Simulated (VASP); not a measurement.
CsPbBr3:

```
CELL_PARAMETERS angstrom
5.87000 0.00000 0.00000
0.00000 5.87000 0.00000
0.00000 0.00000 5.87000
ATOMIC_POSITIONS crystal
Pb 0.50000 0.50000 0.50000
Cs 0.00000 0.00000 0.00000
Br 0.50000 0.50000 0.00000
Br 0.50000 0.00000 0.50000
Br 0.00000 0.50000 0.50000
```

Measurements of this composition are mostly on another form, of space group No. 62.

| Item | Value |
| --- | --- |
| Program | VASP 6.6.1 |
| Task | relaxation of cell and atoms |
| Functional | PBE |
| Dispersion | D3(BJ) |
| Potentials or basis | VASP PAW PBE potentials, release 64 (Pb_d, Cs_sv, Br) |
| Cutoff | 600 eV |
| k mesh | 4 × 4 × 4 |
| Occupations | gaussian, width 0.02 eV |
| Spin | no spin polarisation |

At the start: pressure 0.7 GPa; volume 40.45 Å³/atom.

**Question.** How do energy, volume and symmetry change on relaxing?

**Answer.** Over 3 steps the energy falls by 2.7 meV/atom and the volume is 41.73 Å³/atom (+3.2 %); space group Pm-3m (No. 221, to 0.05 Å).

Step by step:
| step | energy change (eV) | largest force (eV/Å) | pressure (GPa) | volume (Å³) |
| --- | --- | --- | --- | --- |
| 1 | 0.0000 | 0.0000 | 0.70 | 202.26 |
| 2 | -0.0132 | 0.0000 | 0.12 | 207.49 |
| 3 | -0.0137 | 0.0000 | 0.01 | 208.63 |

Final structure:
```
Pb Cs Br
1.0
     5.93101    0.00000    0.00000
     0.00000    5.93101    0.00000
     0.00000    0.00000    5.93101
Pb Cs Br
1 1 3
Direct
  0.50000 0.50000 0.50000
  0.00000 0.00000 0.00000
  0.50000 0.50000 0.00000
  0.50000 0.00000 0.50000
  0.00000 0.50000 0.50000
```
